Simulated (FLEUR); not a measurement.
## NaF (Villiaumite): equation of state with LDA

The system is NaF (Villiaumite).

```
CELL_PARAMETERS angstrom
0.00000 2.32000 2.32000
2.32000 0.00000 2.32000
2.32000 2.32000 0.00000
ATOMIC_POSITIONS crystal
Na 0.00000 0.00000 0.00000
F 0.50000 0.50000 0.50000
```

```json
{
 "Program": "FLEUR MaX-R8.1 (later development tree)",
 "Task": "equation of state",
 "Functional": "LDA",
 "Potentials or basis": "all-electron",
 "Basis": "FLAPW",
 "Kmax": "4.64 1/bohr",
 "k mesh": "10 × 10 × 10",
 "Occupations": "fermi-dirac, width 0.05 eV",
 "Spin": "no spin polarisation",
 "Gmax": "14.4 1/bohr",
 "Muffin-tin radii": "Na 2.11, F 1.83 bohr",
 "lmax": "Na 9, F 8",
 "lnonsphr": "Na 9, F 8",
 "Local orbitals a species": "Na 5, F 3"
}
```

* Equilibrium volume: 11.40 Å³/atom (rough: see the caveat)
* Bulk modulus: 60 GPa (rough)

Energy against volume, from the lowest point:
| volume (Å³/atom) | energy (meV/atom) |
| --- | --- |
| 11.738 | 0.00 |
| 11.988 | 3.41 |
| 12.487 | 14.74 |
| 12.987 | 30.93 |
| 13.236 | 40.53 |

Caveat: the minimum lies outside the volumes run.
